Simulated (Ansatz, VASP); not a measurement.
**Ba in VASP and in Ansatz**

```
Ba
1.0
     4.11386    0.00000    0.00000
    -2.05693    3.56271    0.00000
     0.00000    0.00000    6.62027
Ba
2
Cartesian
  0.0000 2.3751 1.6551
  2.0569 1.1876 4.9652
```

Change from the starting cell: volume scaled by 0.76, LAPW.

Alike in both runs: task single point; functional PBE; k mesh 10 × 10 × 6; occupations fermi-dirac, width 0.1 eV; no spin polarisation.

```csv
,VASP,Ansatz
version,VASP 6.6.1,Ansatz 0.2.0
potentials or method,"VASP PAW PBE potentials, release 64 (Ba_sv), cutoff 520 eV","all-electron LAPW, scalar-relativistic"
```

```tsv
	VASP	Ansatz	Ansatz less VASP
pressure (GPa)	3.3	3.1	-0.21
```

Ansatz ran all-electron here, so the differences hold the error of VASP's frozen core and of both bases.

The runs have no spin-orbit coupling, so splittings on Ba are missing.
